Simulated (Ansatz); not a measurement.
## Nb3Sn: before and after

All numbers below come from DFT PBE, scalar-relativistic, plane waves, PAW in Ansatz 0.2.0. All cells share a 420 eV cutoff and Γ-centred k meshes spaced at most 0.3 Å⁻¹ (0.19 for metals, 2π included).

The start was the Cu3Au (L1_2) type (Pm-3m, No. 221), relaxed within its symmetry. A cell of 8 atoms (2 times the primitive one) was then disturbed at random, relaxed without symmetry and relaxed once more on a fine mesh. For metals, differences of a few meV/atom aren't resolved.

Before:

```cif
data_structure
_symmetry_space_group_name_H-M 'Pm-3m'
_symmetry_Int_Tables_number 221
_cell_length_a 4.2244
_cell_length_b 4.2244
_cell_length_c 4.2244
_cell_angle_alpha 90.000
_cell_angle_beta 90.000
_cell_angle_gamma 90.000
_cell_volume 75.39
loop_
_atom_site_label
_atom_site_type_symbol
_atom_site_symmetry_multiplicity
_atom_site_Wyckoff_symbol
_atom_site_fract_x
_atom_site_fract_y
_atom_site_fract_z
_atom_site_occupancy
Nb1 Nb 3 c 0.00000 0.50000 0.50000 1
Sn1 Sn 1 a 0.00000 0.00000 0.00000 1
```

After:

```cif
data_structure
_symmetry_space_group_name_H-M 'Cmmm'
_symmetry_Int_Tables_number 65
_cell_length_a 6.3249
_cell_length_b 6.3894
_cell_length_c 3.7207
_cell_angle_alpha 90.000
_cell_angle_beta 90.000
_cell_angle_gamma 90.000
_cell_volume 150.36
loop_
_atom_site_label
_atom_site_type_symbol
_atom_site_symmetry_multiplicity
_atom_site_Wyckoff_symbol
_atom_site_fract_x
_atom_site_fract_y
_atom_site_fract_z
_atom_site_occupancy
Nb1 Nb 4 e 0.25000 0.75000 0.00000 1
Nb2 Nb 2 d 0.00000 0.00000 0.50000 1
Sn1 Sn 2 c 0.50000 0.00000 0.50000 1
```

Question: Is this a distortion of the same structure or a reconstruction, and what lowers the energy?

Answer: A distortion: the Nb–Sn network is kept, and Pm-3m (No. 221) becomes Cmmm (No. 65). Every pair keeps its number of contacts, so the gain comes from tilts, shifts or shear.

Question: What does it gain?

Answer: 27 meV/atom, with the volume going from 18.85 to 18.80 Å³/atom. Against the elements the energy goes from -0.08 to -0.10 eV/atom.

Cost: 4 runs of about 15 core-minutes in all, on Arm Neoverse V1 (shared hosts).